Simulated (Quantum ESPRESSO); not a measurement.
**BAs (F-43m): zone-centre phonons**

Aim: the zone-centre modes of BAs (F-43m).

Method: DFT LDA, scalar-relativistic, plane waves, GBRV ultrasoft pseudopotentials, in Quantum ESPRESSO 7.5.

**Measured values to reproduce.**

“Thermal expansion coefficients of high thermal conducting BAs and BP materials” (2019, arxiv:1906.04101) reports for BAs, zinc blende, by single-crystal XRD (Mo K-alpha) (CVT-grown single crystal, 100 K): lattice constant a (cubic a at 100 K) 4.7741 ± 0.0015 Å.

For BAs, zinc blende (single crystal grown by chemical vapor transport, 300 K), “Basic Physical Properties of Cubic Boron Arsenide” (2019, arxiv:1911.11281) gives, by UV-visible absorption: band gap (indirect optical gap from absorption edge) 1.82 eV [room-temperature optical absorption edge, not a zero-temperature fundamental gap].

Report form: the programs' logs are mostly left out.

### Step 1. The starting structure

The structure is cubic, space group F-43m (No. 216). Conventional cell: a = 4.777 Å, b = 4.777 Å, c = 4.777 Å, α = 90.00°, β = 90.00°, γ = 90.00°. B has 4 As at 2.07 Å nearest. As has 4 B at 2.07 Å nearest. Farther neighbours are not listed.

### Step 2. A probe with smearing

Before anything dear is run, a loose run with smearing shows whether this is a metal and how far the cell is from rest.

The input, probe.in:

```
&CONTROL
  calculation = 'scf'
  prefix      = 'x'
  outdir      = './tmp'
  pseudo_dir  = './pseudo'
  tprnfor     = .true.
  tstress     = .true.
  verbosity   = 'high'
/
&SYSTEM
  ibrav       = 0
  nat         = 2
  ntyp        = 2
  ecutwfc     = 40.0
  ecutrho     = 240.0
  occupations = 'smearing'
  smearing    = 'gaussian'
  degauss     = 0.01
/
&ELECTRONS
  conv_thr         = 1.0d-07
  mixing_beta      = 0.7
  electron_maxstep = 100
/
ATOMIC_SPECIES
 B      10.8100  B.upf
 As     74.9216  As.upf
CELL_PARAMETERS angstrom
     0.000000000    2.388500000    2.388500000
     2.388500000    0.000000000    2.388500000
     2.388500000    2.388500000    0.000000000
ATOMIC_POSITIONS crystal
 B      0.000000000   0.000000000   0.000000000
 As     0.250000000   0.250000000   0.250000000
K_POINTS automatic
 6 6 6 0 0 0
```

Started as:

```
$ OMP_NUM_THREADS=1 mpirun -n 4 pw.x -nk 4 -in probe.in > probe.out
```

Wall time 1.9 s (4 MPI ranks of Intel Xeon Platinum 8375C at 2.90GHz (Ice Lake), shared host); 6.8 s of CPU time.

Numbers from this step:

* volume per atom: 13.63 Å³
* pressure: -2.55 GPa
* gap on the k-mesh: 1.222 eV

A gap of 1.2 eV opens on this mesh, so the crystal is taken as an insulator; the start stands at -2.5 GPa.

### Step 3. Relaxation

The relaxation runs at a cutoff a fifth above that of the response, since stress converges more slowly with the basis than frequencies do. Forces and stress are brought to rest with tight thresholds.

The input, relax.in:

```
&CONTROL
  calculation   = 'vc-relax'
  prefix        = 'x'
  outdir        = './tmp'
  pseudo_dir    = './pseudo'
  tprnfor       = .true.
  tstress       = .true.
  forc_conv_thr = 2.0d-05
  etot_conv_thr = 1.0d-07
  nstep         = 40
/
&SYSTEM
  ibrav       = 0
  nat         = 2
  ntyp        = 2
  ecutwfc     = 48
  ecutrho     = 288.0
  occupations = 'fixed'
  nbnd        = 6
/
&ELECTRONS
  conv_thr         = 1.0d-11
  mixing_beta      = 0.7
  electron_maxstep = 100
/
&IONS
/
&CELL
  press_conv_thr = 0.2
/
ATOMIC_SPECIES
 B      10.8100  B.upf
 As     74.9216  As.upf
CELL_PARAMETERS angstrom
     0.000000000    2.388500000    2.388500000
     2.388500000    0.000000000    2.388500000
     2.388500000    2.388500000    0.000000000
ATOMIC_POSITIONS crystal
 B      0.000000000   0.000000000   0.000000000
 As     0.250000000   0.250000000   0.250000000
K_POINTS automatic
 8 8 8 0 0 0
```

Started as:

```
$ OMP_NUM_THREADS=1 mpirun -n 4 pw.x -nk 4 -in relax.in > relax.out
```

Wall time 9.4 s (4 MPI ranks); 37 s of CPU time.

The steps of the relaxation:

```
step  energy less that of the first step (eV)  largest force (eV/Å)  pressure (GPa)  volume (Å³)
   1                                   0.0000                0.0000           -2.62        27.25
   2                                  -0.0038                0.0000           -0.75        26.89
   3                                  -0.0041                0.0000            0.02        26.75
   4                                  -0.0041                0.0000            0.00        26.75
   5                                  -0.0039                0.0000            0.01        26.75
```

```
conventional cell, symmetrised  before  after  change
                         a (Å)   4.777  4.748  -0.6 %
                         b (Å)   4.777  4.748  -0.6 %
                         c (Å)   4.777  4.748  -0.6 %
              volume (Å³/atom)   13.63  13.38  -1.8 %
```

Final coordinates:

```
B As
1.0
     0.00000    2.37379    2.37379
     2.37379    0.00000    2.37379
     2.37379    2.37379    0.00000
B As
1 1
Direct
  0.00000 0.00000 0.00000
  0.25000 0.25000 0.25000
```

The last row of the table of steps is pw.x's closing run on a basis chosen anew for the final cell, so its energy can jump.

Read from the output:

```yaml
volume_per_atom: 13.38 Å³
pressure: 0.008 GPa
gap_on_the_k_mesh: 1.119 eV
```

The volume changes by -1.8 % from the cell with which this run began.

### Step 4. Self-consistent run for the response

Perturbation theory inherits every error of the wavefunctions, so the threshold is set near the limit of the arithmetic. With a gap, occupations are fixed, which also allows the response to an electric field.

The input, scf.in:

```
&CONTROL
  calculation = 'scf'
  prefix      = 'x'
  outdir      = './tmp'
  pseudo_dir  = './pseudo'
  tprnfor     = .true.
  tstress     = .true.
/
&SYSTEM
  ibrav       = 0
  nat         = 2
  ntyp        = 2
  ecutwfc     = 40.0
  ecutrho     = 240.0
  occupations = 'fixed'
  nbnd        = 6
/
&ELECTRONS
  conv_thr         = 1.0d-12
  mixing_beta      = 0.7
  electron_maxstep = 100
/
ATOMIC_SPECIES
 B      10.8100  B.upf
 As     74.9216  As.upf
CELL_PARAMETERS angstrom
     0.000000000    2.373788356    2.373788356
     2.373788356    0.000000000    2.373788356
     2.373788356    2.373788356    0.000000000
ATOMIC_POSITIONS crystal
 B      0.000000000   0.000000000   0.000000000
 As     0.250000000   0.250000000   0.250000000
K_POINTS automatic
 8 8 8 0 0 0
```

Started as:

```
$ OMP_NUM_THREADS=1 mpirun -n 4 pw.x -nk 4 -in scf.in > scf.out
```

Run time: 2.7 s. Hardware: 4 MPI ranks; 10 s of CPU time.

This step gave:

| Quantity | Value |
| --- | --- |
| pressure | 0.042 GPa |

The cell stands at 0.042 GPa, close enough for phonons.

### Step 5. Zone-centre response

At q = 0 one unit cell holds all displacements; symmetry groups them into irreducible representations that are solved one by one. The response to a field gives ε∞ and the Born charges, which polar modes need.

The input, ph.in:

```
phonons
&INPUTPH
  prefix = 'x'
  outdir = './tmp'
  fildyn = 'g.dyn'
  tr2_ph = 1.0d-18
  epsil  = .true.
/
0.000000000000 0.000000000000 0.000000000000
```

Started as:

```
$ OMP_NUM_THREADS=1 mpirun -n 4 ph.x -nk 4 -in ph.in > ph.out
```

The job ended after 13 s (4 MPI ranks; 51 s of CPU time).

This step gave:

```
miss of the charge sum rule                                       : 0.08589 e
largest acoustic frequency at the zone centre before the sum rule : -8.28 cm⁻¹
highest optical zone-centre mode (no LO-TO term)                  : 702.3 cm⁻¹
lowest optical zone-centre mode                                   : 702.3 cm⁻¹
mean high-frequency dielectric constant                           : 10.08
largest Born charge in size (third of the trace)                  : 0.5695 e
```

Born charge (rows field, columns displacement), before the sum rule (e), principal values of the symmetric part by kind of site:

```
atom  atoms with these values      low   middle     high     mean
  B1                        1  -0.5695  -0.5695  -0.5695  -0.5695
 As2                        1   0.4836   0.4836   0.4836   0.4836
```

In full for As2:

```
0.4836 0.0000 0.0000
0.0000 0.4836 0.0000
0.0000 0.0000 0.4836
```

High-frequency dielectric tensor:

```
10.08  0.00  0.00
 0.00 10.08  0.00
 0.00  0.00 10.08
```

The acoustic modes at Γ come out as far as 8.3 cm⁻¹ from zero, where they should vanish, a small numerical error; the Born charges miss their sum rule by 0.086 e, too much: mesh or cutoff is short for the field response.

### Step 6. Modes with the sum rule

A rigid shift of the crystal must cost nothing, but grids and finite bases break this; the acoustic sum rule is imposed before the matrix is diagonalised again. With Born charges the intensities follow, and the static dielectric tensor.

The input, dynmat.in:

```
&INPUT
  fildyn = 'g.dyn'
  asr    = 'simple'
  fileig = 'dynmat.eig'
  lperm  = .true.
/
```

Started as:

```
$ dynmat.x -in dynmat.in > dynmat.out
```

Run time: 0.63 s. Hardware: 1 thread.

Numbers from this step:

```yaml
highest_optical_zone_centre_mode_no_lo_to_term: 702.4 cm⁻¹
lowest_optical_zone_centre_mode: 702.4 cm⁻¹
mean_static_dielectric_constant: 10.19
```

Unit eigenvectors of the mass-weighted matrix after the sum rule; no LO-TO term. Modes at Γ, with each element's share of the kinetic energy:

```
mode  frequency (cm⁻¹)  symmetry  B %  As %
   1               0.0  acoustic   13    87
   2               0.0  acoustic   13    87
   3               0.0  acoustic   13    87
   4             702.4        T2   87    13
   5             702.4        T2   87    13
   6             702.4        T2   87    13
```

Displacements in mode 6 (702.4 cm⁻¹), the largest set to 1:
```
B1   0.00  1.00  0.00
As2  0.00 -0.14  0.00
```

Degenerate modes summed, no LO-TO term. Lines of the infrared spectrum (strongest = 100):

```
position (cm⁻¹)  lines merged  label  IR intensity, relative
            702             3     T2                     100
```

Static dielectric tensor (ions relaxed, fixed cell):

```
10.19  0.00  0.00
 0.00 10.19  0.00
 0.00  0.00 10.19
```

The rule moves no optical mode by more than 0.1 cm⁻¹.

### Step 7. Modes along a direction of q (1 0 0)

A longitudinal polar mode sets up a macroscopic field that stiffens it; the term hangs on the direction from which q goes to zero.

The input, dynmat.in:

```
&INPUT
  fildyn = 'g.dyn'
  asr    = 'simple'
  fileig = 'dynmat.eig'
  q(1)   = 1.0
  q(2)   = 0.0
  q(3)   = 0.0
/
```

Started as:

```
$ dynmat.x -in dynmat.in > dynmat.out
```

Wall time 0.6 s (1 thread).

This step gave:

- highest mode moved by the LO-TO term: 706.2 cm⁻¹

Zone-centre frequencies as printed; negative means imaginary. Modes:

```
mode  frequency (cm⁻¹)
   1                 0
   2                 0
   3                 0
   4             702.4
   5             702.4
   6             706.2
```

The field moves one mode, from 702 to 706 cm⁻¹; the others stay.

### Step 8. Summary of results

```
space group after relaxation                                                            : F-43m
volume per atom                                                                         : 13.4 Å³
gap on the k-mesh                                                                       : 1.12 eV
highest optical zone-centre mode (no LO-TO term)                                        : 702.4 cm⁻¹
highest mode moved by the LO-TO term (probably not converged in the k mesh)             : 706.2 cm⁻¹
mean high-frequency dielectric constant (probably not converged in the k mesh)          : 10.1
largest Born charge in size (third of the trace) (probably not converged in the k mesh) : 0.570 e
mean static dielectric constant (probably not converged in the k mesh)                  : 10.2
imaginary optical modes at the zone centre (no q mesh in this session)                  : none
```

In words: At the LDA level the optical modes of BAs (F-43m) at the zone centre (no LO-TO term) lie at 702 cm⁻¹. Along the directions run, the highest mode that the macroscopic field moves lies at 706 cm⁻¹. Lattice motion raises the mean dielectric constant from 10.08 to 10.19. The Born charges miss their sum rule by 0.086 e, a sign that the k mesh or the cutoff is short for the field response. ε∞, the Born charges and what follows from them are probably not converged in the k mesh. The Lyddane-Sachs-Teller relation holds: (ωLO/ωTO)² is 1.01 and ε₀/ε∞ is 1.01. Left out of this account: PBE with GBRV ultrasoft, since it is gradient-corrected and no frozen-mode check or second program bears its response out; PBEsol with GBRV ultrasoft, since it is gradient-corrected and no frozen-mode check or second program bears its response out. What is said of the levels holds for those shown. These are harmonic frequencies at zero temperature: anharmonic shifts and linewidths and thermal expansion are left out.

Calculation against experiment:

| quantity | measured | LDA GBRV ultrasoft, Quantum ESPRESSO |
| --- | --- | --- |
| lattice constant a (Å) | 4.7741 | 4.748 (-0.6 %) |
| band gap (gap on the k-mesh) (eV) | 1.82 | 1.12 (-0.70 eV) |

Measured values from arxiv:1906.04101 (2019) and arxiv:1911.11281 (2019).

How well it matches: The lattice constant a is off by -0.6 %: good agreement. The band gap is off by -0.70 eV. Local and semilocal functionals usually give gaps below the measured ones. The computed gap is read on a k-mesh, which can miss the band edges. An optical gap can lie under the band gap by the exciton's binding. Zero-point and thermal motion shift the measured gap. The grades are ours: good and fair within 0.7 and 1.5 % for the lattice constant a. For lattice constants the calculation has a static lattice, without zero-point motion or thermal expansion (measured at up to 100 K). Limits of convergence are named above.

[Host names and launcher messages were left out of these logs when they were recorded.]

[Logs are printed without paths, hosts, clocks, repeated set-up lines and the standing remarks that a program may print on its own settings, such as how far it seeks lower states.]

[Hosts, paths, dates, database ids (printed as entryN), source tags and the programs' standing remarks are cut or masked in the printed files.]
